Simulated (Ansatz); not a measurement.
# GaAs (F-43m) in Ansatz: convergence with k mesh

Aim: find how far k mesh must go before the results for GaAs settle, at PBE. This setting moves, with any that are tied to it; all else stays.

Everything below comes from runs of Ansatz 0.2.0. Logs are shortened: lines on timing, memory, paths and dates and some standing lists are left out, and cuts for length are marked.

### Step 1. The structure

Symmetry: F-43m, No. 216, cubic system. Conventional cell: a = 5.654 Å, b = 5.654 Å, c = 5.654 Å, α = 90.00°, β = 90.00°, γ = 90.00°. As (site symmetry -43m) has 4 Ga at 2.45 Å as nearest neighbours. Around Ga (site symmetry -43m) lie 4 As at 2.45 Å.

### Step 2. With k mesh 3 × 3 × 3

Contents of input.yaml:

```yaml
crystal:
  lattice:
    - [0.0, 2.82685, 2.82685]
    - [2.82685, 0.0, 2.82685]
    - [2.82685, 2.82685, 0.0]
  atoms:
    - { symbol: As, position: [0.75, 0.75, 0.75] }
    - { symbol: Ga, position: [0.0, 0.0, 0.0] }
hamiltonian:
  xc: pbe
  pseudopotentials: { kind: paw_fr }
magnetization:
  noncollinear: true
  spin_orbit: true
kpoints:
  mp_grid: { grid: [3, 3, 3] }
scf:
  occupations: { method: gaussian, width: 0.05 }
output:
  forces: true
  stress: true
  eigenvalues: true
```

Potentials or basis: Ansatz PAW.

The run is started by

```sh
$ ansatz run input.yaml --threads 2 --pin off --max-ram 5632MiB --backend cpu --events-out ev --progress --plain --runs-dir out
```

The log of the run:

```text
Warning: RAYON_NUM_THREADS=2 ignored (pool sized by the plan → 2); use --threads N
Engine: ansatz 0.2.0, x86_64-unknown-linux-gnu
Pseudopotentials: kind: paw_fr
Pseudopotential: As, paw_fr, valence charge 15, recommended cutoff 420 eV (normal), As.paw.azcp#standard-fr
Pseudopotential: Ga, paw_fr, valence charge 13, recommended cutoff 420 eV (normal), Ga.paw.azcp#standard-fr
Functional definition: PBE
  parameter kappa = 0.804
  parameter beta = 0.06672455060314922
  exchange = pbe_x(kappa = kappa, mu = beta*pi^2/3)
  correlation = pbe_c(beta = beta)
non-collinear run that drives no moment, with spin-orbit: no starting moment large enough to seed its density (crystal.atoms[].spin), no starting occupations that ask for one, no magnetisation constraint and no magnetic field, so the semilocal B_xc is pinned to zero
Crystal: 2 atoms, lattice volume = 45.179 Å³
Basis set: ecut = 420 eV, 893 PW (Γ), exchange–correlation on 54×54×54 points (8 copies of the dense FFT grid, shifted against one another)
Bands: 36, of which v1, the nominal top of the filled ones, is band 28 counted from 1 (27 counted from 0)
Symmetry: 24 space group operations + 24 with time reversal
Magnetic group: BNS 216.75 (UNI 1577), of the structure as read, at distance tolerance 3.6e-5 Å
k-points: 4 of 27 (time reversal used)
Projection manifold: j_resolved (fully-relativistic pseudo-atomic orbitals)
Non-local potential: As, projectors of the file, l = 0: 2, l = 1: 4, l = 2: 6, l = 3: 2
Non-local potential: Ga, projectors of the file, l = 0: 2, l = 1: 4, l = 2: 6, l = 3: 2
PAW form: soft (Blöchl's): semilocal exchange-correlation on the pseudo side does not see the compensation charge
PAW one-centre angular grid: As, 590 points (default); XC on 64 Gauss nodes
PAW one-centre angular grid: Ga, 590 points (default); XC on 64 Gauss nodes
Initial density: superposition of atomic densities (chi_scale 0.1, normalization cell, long waves kept (reshape's long-wave potential 0.00 eV rms))
[... 20 lines left out ...]
Internal energy: -8639.463667 eV  (E = F + TS)
E sigma→0 (E₀):  -8639.463667 eV
Fermi energy:    8.606109 eV
--- Per-component energies (eV) ---
  E_band       = -308.040237
  E_kinetic    = 220.825130
  E_local      = -3920.402186  (includes V_loc(G=0)·N_el)
  E_nonlocal   = -244.212095
  E_hartree    = 1978.052630
  E_xc         = -148.276367
  E_vxc        = -137.336877  (∫ρ·V_xc dr)
  E_paw        = -3826.722854  (= ΣΔE_a)
  E_vpaw       = -183.017976  (= ΣTr[D̂ρ^β])
  E_aug_tail   = -0.000138  (compensation charges beyond the density's cutoff)
  E_ewald      = -2698.727786
  E_smearing   = -0.000000  (= −TS)
  E_closure    = 0.000000  (closes the sum)
  Σ components = -8639.463667   (vs F -8639.463667, Δ=0.00e0)
--- Forces (eV/Å), atoms counted from 1 ---
  atom   1  As     0.00000000    -0.00000000     0.00000000
  atom   2  Ga    -0.00000000     0.00000000    -0.00000000
  max |Σ_I F_I| component: 2.13e-16 eV/Å
--- Stress (GPa, compression-positive) ---
        4.469088       0.000000      -0.000000
        0.000000       4.469088       0.000000
       -0.000000       0.000000       4.469088
  P = ⅓ Tr σ = 4.4691 GPa (44.691 kbar)
--- Band table (eV) ---
  k-point 0: bands = ["-27.1112", "-27.1112", "-27.1112", "-27.1112", "-26.3884", "-26.3884", "-26.3825", "-26.3825", "-26.3825", "-26.3825", "-6.8589", "-6.8589", "-6.8589", "-6.8589", "-6.4327", "-6.4327", "-6.3819", "-6.3819", "-6.3819", "-6.3819", "-4.4286", "-4.4286", "8.0803", "8.0803", "8.4125", "8.4125", "8.4125", "8.4125", "8.7954", "8.7954", "11.8321", "11.8321", "12.0185", "12.0185", "12.0185", "12.0185"]
  k-point 1: bands = ["-27.1110", "-27.1110", "-27.1106", "-27.1106", "-26.3879", "-26.3879", "-26.3826", "-26.3826", "-26.3818", "-26.3818", "-6.8751", "-6.8751", "-6.8581", "-6.8523", "-6.4405", "-6.4405", "-6.3997", "-6.3997", "-6.3712", "-6.3648", "-3.2751", "-3.2751", "2.8874", "2.8874", "7.2572", "7.2572", "7.4617", "7.4643", "9.4761", "9.4761", "12.8803", "12.8803", "12.9823", "12.9834", "15.5467", "15.5467"]
  k-point 2: bands = ["-27.1109", "-27.1109", "-27.1105", "-27.1105", "-26.3877", "-26.3877", "-26.3822", "-26.3822", "-26.3819", "-26.3819", "-6.8894", "-6.8894", "-6.8426", "-6.8426", "-6.4498", "-6.4498", "-6.3813", "-6.3813", "-6.3726", "-6.3726", "-2.8602", "-2.8602", "2.9094", "2.9094", "6.0025", "6.0025", "6.0940", "6.0940", "9.8264", "9.8264", "10.9051", "10.9051", "16.2497", "16.2497", "16.3109", "16.3109"]
  k-point 3: bands = ["-27.1108", "-27.1107", "-27.1104", "-27.1104", "-26.3876", "-26.3874", "-26.3823", "-26.3821", "-26.3818", "-26.3817", "-6.9138", "-6.8758", "-6.8437", "-6.8308", "-6.4878", "-6.4166", "-6.3938", "-6.3875", "-6.3687", "-6.3637", "-2.0924", "-2.0916", "1.7641", "1.8179", "4.2682", "4.3318", "6.3215", "6.3225", "10.4888", "10.4981", "14.0780", "14.2230", "15.4090", "15.4185", "15.7086", "15.8427"]
```

Wall time 2.6 s (2 threads of Intel Xeon at 2.50GHz (Skylake/Cascade Lake), shared host); peak memory 0.42 GiB.

What came out:

| Quantity | Value |
| --- | --- |
| Free energy | -8639.4637 eV |
| Pressure | 4.5 GPa |
| Band gap on the k mesh | 0.38 eV, direct |

### Step 3. With k mesh 4 × 4 × 4

input.yaml: that of step 2 with these lines changed.

```diff
@@ -15,3 +15,3 @@
 kpoints:
-  mp_grid: { grid: [3, 3, 3] }
+  mp_grid: { grid: [4, 4, 4] }
 scf:
```

Potentials or basis: Ansatz PAW.

The run is started by

```sh
$ ansatz run input.yaml --threads 2 --pin off --max-ram 5632MiB --backend cpu --events-out ev --progress --plain --runs-dir out
```

It took 3.5 s on 2 threads of Intel Xeon at 2.50GHz (Skylake/Cascade Lake), shared host; peak memory 0.44 GiB.

Results:

```
Free energy            : -8639.8683 eV
Pressure               : 3.5 GPa
Band gap on the k mesh : 0.40 eV, direct
```

### Step 4. With k mesh 5 × 5 × 5

input.yaml: that of step 3 with these lines changed.

```diff
@@ -15,3 +15,3 @@
 kpoints:
-  mp_grid: { grid: [4, 4, 4] }
+  mp_grid: { grid: [5, 5, 5] }
 scf:
```

The run is started by

```sh
$ ansatz run input.yaml --threads 2 --pin off --max-ram 5632MiB --backend cpu --events-out ev --progress --plain --runs-dir out
```

Run time: 4 s. Hardware: 2 threads of Intel Xeon at 2.50GHz (Skylake/Cascade Lake), shared host; peak memory 0.45 GiB.

Results:

```yaml
Free_energy: -8639.9835 eV
Pressure: 3.3 GPa
Band_gap_on_the_k_mesh: 0.40 eV, direct
```

### Step 5. With k mesh 6 × 6 × 6

input.yaml: that of step 4 with these lines changed.

```diff
@@ -15,3 +15,3 @@
 kpoints:
-  mp_grid: { grid: [5, 5, 5] }
+  mp_grid: { grid: [6, 6, 6] }
 scf:
```

The run is started by

```sh
$ ansatz run input.yaml --threads 2 --pin off --max-ram 5632MiB --backend cpu --events-out ev --progress --plain --runs-dir out
```

Run time: 5.4 s. Hardware: 2 threads of Intel Xeon at 2.50GHz (Skylake/Cascade Lake), shared host; peak memory 0.48 GiB.

What came out:

- Free energy: -8640.0217 eV
- Pressure: 3.3 GPa
- Band gap on the k mesh: 0.41 eV, direct

### Step 6. With k mesh 7 × 7 × 7

input.yaml: that of step 5 with these lines changed.

```diff
@@ -15,3 +15,3 @@
 kpoints:
-  mp_grid: { grid: [6, 6, 6] }
+  mp_grid: { grid: [7, 7, 7] }
 scf:
```

Potentials or basis: Ansatz PAW.

The run is started by

```sh
$ ansatz run input.yaml --threads 2 --pin off --max-ram 5632MiB --backend cpu --events-out ev --progress --plain --runs-dir out
```

Wall time 6.4 s (2 threads of Intel Xeon at 2.50GHz (Skylake/Cascade Lake), shared host); peak memory 0.49 GiB.

Results (log left out):

* Free energy: -8640.0360 eV
* Pressure: 3.3 GPa
* Band gap on the k mesh: 0.41 eV, direct

### Step 7. With k mesh 9 × 9 × 9

input.yaml: that of step 6 with these lines changed.

```diff
@@ -15,3 +15,3 @@
 kpoints:
-  mp_grid: { grid: [7, 7, 7] }
+  mp_grid: { grid: [9, 9, 9] }
 scf:
```

The run is started by

```sh
$ ansatz run input.yaml --threads 2 --pin off --max-ram 5632MiB --backend cpu --events-out ev --progress --plain --runs-dir out
```

Run time: 11 s. Hardware: 2 threads of Intel Xeon at 2.50GHz (Skylake/Cascade Lake), shared host; peak memory 0.52 GiB.

The run converged. Its results:

| Property | Result |
| --- | --- |
| Free energy | -8640.0443 eV |
| Pressure | 3.3 GPa |
| Band gap on the k mesh | 0.41 eV, direct |

### Step 8. With k mesh 11 × 11 × 11

input.yaml: that of step 7 with these lines changed.

```diff
@@ -15,3 +15,3 @@
 kpoints:
-  mp_grid: { grid: [9, 9, 9] }
+  mp_grid: { grid: [11, 11, 11] }
 scf:
```

The run is started by

```sh
$ ansatz run input.yaml --threads 2 --pin off --max-ram 5632MiB --backend cpu --events-out ev --progress --plain --runs-dir out
```

Wall time 18 s (2 threads of Intel Xeon at 2.50GHz (Skylake/Cascade Lake), shared host); peak memory 0.56 GiB.

The run converged. Its results:

- Free energy: -8640.0461 eV
- Pressure: 3.3 GPa
- Band gap on the k mesh: 0.41 eV, direct

### Step 9. With k mesh 13 × 13 × 13

input.yaml: that of step 8 with these lines changed.

```diff
@@ -15,3 +15,3 @@
 kpoints:
-  mp_grid: { grid: [11, 11, 11] }
+  mp_grid: { grid: [13, 13, 13] }
 scf:
```

Potentials or basis: Ansatz PAW.

The run is started by

```sh
$ ansatz run input.yaml --threads 2 --pin off --max-ram 5632MiB --backend cpu --events-out ev --progress --plain --runs-dir out
```

Run time: 29 s. Hardware: 2 threads of Intel Xeon at 2.50GHz (Skylake/Cascade Lake), shared host; peak memory 0.63 GiB.

Results (log left out):

| Item | Value |
| --- | --- |
| Free energy | -8640.0466 eV |
| Pressure | 3.3 GPa |
| Band gap on the k mesh | 0.41 eV, direct |

### Step 10. Summary

| k mesh | energy less the tightest run, at zero smearing (meV/atom) | pressure (GPa) | gap on the mesh (eV) | SCF cycles | CPU time (s) | peak memory (GiB) |
| --- | --- | --- | --- | --- | --- | --- |
| 3 × 3 × 3 | 291.48 | 4.47 | 0.383 | 8 | 4.5 | 0.42 |
| 4 × 4 × 4 | 89.15 | 3.53 | 0.397 | 8 | 6.2 | 0.44 |
| 5 × 5 × 5 | 31.58 | 3.30 | 0.403 | 8 | 7.2 | 0.45 |
| 6 × 6 × 6 | 12.46 | 3.25 | 0.405 | 7 | 9.9 | 0.48 |
| 7 × 7 × 7 | 5.33 | 3.25 | 0.407 | 7 | 12 | 0.49 |
| 9 × 9 × 9 | 1.14 | 3.27 | 0.408 | 7 | 20 | 0.52 |
| 11 × 11 × 11 | 0.24 | 3.28 | 0.408 | 7 | 32 | 0.56 |
| 13 × 13 × 13 | 0.00 | 3.29 | 0.408 | 7 | 47 | 0.63 |

Against the tightest run, the energy stays within 1 meV/atom from 11 × 11 × 11 on; the pressure stays within 0.1 GPa from 5 × 5 × 5 on; the gap on the mesh stays within 0.01 eV from 5 × 5 × 5 on. Meshes of other sizes hit other points, so gaps and Fermi surfaces needn't settle smoothly. The tightest run that finished is the yardstick and may itself not be fully converged.

Caveats: odd divisions of the mesh miss points on the zone boundary, where band edges often lie, so the gap on the mesh can be too wide.
